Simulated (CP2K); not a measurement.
# Cu under changes of volume

One of the cells (11.810 Å³/atom); the others are scaled copies at fixed shape and fractional positions:

```
Cu
1.0
     2.55619    0.00000    0.00000
     1.27810    2.21373    0.00000
     1.27810    0.73791    2.08712
Cu
1
Direct
  0.00000 0.00000 0.00000
```

- Program: CP2K 2026.2
- Functional: PBE
- Potentials or basis: POTENTIAL_UZH Cu GTH-PBE-q11; TZVP-MOLOPT-PBE-GTH basis
- Density cutoff: 6123 eV
- k mesh: 13 × 13 × 13
- Occupations: fermi-dirac, width 0.05 eV
- Spin: no spin polarisation

```tsv
volume (Å³/atom)	energy over the lowest point (meV/atom)	pressure (GPa)
11.102	?	?
11.338	22.72	10.5
11.574	10.05	6.7
11.810	2.67	3.3
12.047	0.00	0.3
12.283	1.52	-2.3
12.519	6.76	-4.7
```

Question: What does the run at 11.102 Å³/atom give?

Answer: Energy over the lowest point 41.19 meV/atom; pressure 14.6 GPa.

Worked out: A Birch-Murnaghan fit of order 3 (a polynomial in V^(-2/3)) to the other rows has its minimum at 12.07 Å³/atom with B0 = V·E''(V) = 143 GPa and B' = 5.0. It gives 41.35 meV/atom at 11.102 Å³/atom, against the run's 41.19, and -dE/dV = 14.8 GPa, against 14.6.

Energies are extrapolated to zero smearing.

Caveats: the basis of atomic orbitals isn't converged, which shifts pressures, moduli and gaps.
